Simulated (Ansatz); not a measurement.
CdSe: a prediction, then the measurements

The calculation used DFT PBE, scalar-relativistic, plane waves, PAW in Ansatz 0.2.0.

Plane waves to 420 eV, a k mesh through Γ of 12×12×6 on the computed 4-atom cell and Gaussian smearing (0.02 eV); no spin polarisation.

Relaxed structure, symmetry kept:

```yaml
crystal:
  lattice:
    - [4.38338, 0.00000, 0.00000]
    - [-2.19169, 3.79612, 0.00000]
    - [0.00000, 0.00000, 7.15355]
  atoms:
    - { symbol: Cd, position: [0.33333, 0.66667, 0.00458] }
    - { symbol: Cd, position: [0.66667, 0.33333, 0.50458] }
    - { symbol: Se, position: [0.33333, 0.66667, 0.38042] }
    - { symbol: Se, position: [0.66667, 0.33333, 0.88042] }
```

```json
{
 "Space group": "P6_3mc (No. 186)",
 "Volume per atom": "200.8 bohr³",
 "Formation energy from the elements' standard states (uncorrected)": "-0.632 eV/atom",
 "Kohn–Sham band gap": "0.54 eV",
 "Löwdin character of the top 1 eV of the valence band": "Se 4p 91 %",
 "Löwdin character of the lowest 1 eV of the conduction band": "Cd 5s 54 %, Se 4p 28 %, Se 4s 15 %",
 "Bader charges (e)": "Cd (2 in the cell) 0.73, Se (2 in the cell) -0.73"
}
```

**Experimental background.**

From “Quantitative size-dependent structure and strain determination of CdSe nanoparticles using atomic pair distribution function analysis”, 2007, arxiv:0704.1288, for a powder of CdSe at 300 K: lattice constant a 4.3014 ± 0.0004 Å; lattice constant c 7.0146 ± 0.0009 Å.

“Alloy Disordering Effects on the Thermal Conductivity and Energy Gap Temperature Dependence of Cd1−xZnxSe Ternary Crystals Grown by the Bridgman Method”, 2023, pmc:10253836 reports, for a bulk crystal of CdSe at 300 K: band gap 1.74 ± 0.003 eV (an exciton energy, a little under the gap).

A measured lattice constant a of CdSe is 4.3014 Å (300 K; powder; the paper above); the calculated 4.383 Å misses it by +1.9 %. Against the measured lattice constant c of CdSe, 7.0146 Å (300 K; powder; the paper above), the calculated 7.154 Å is off by +2.0 %. The calculation is for 0 K without zero-point motion. Against the measured band gap of CdSe, 1.74 eV (an exciton energy, a little under the gap; 300 K; the paper above), the calculated 0.54 eV is off by -1.20 eV. So large a miss may mean another phase, state or a wrong row. Kohn–Sham gaps of semilocal functionals fall short of measured ones as a rule; spin-orbit coupling, left out here, would usually lower the calculated gap of a compound with heavy elements.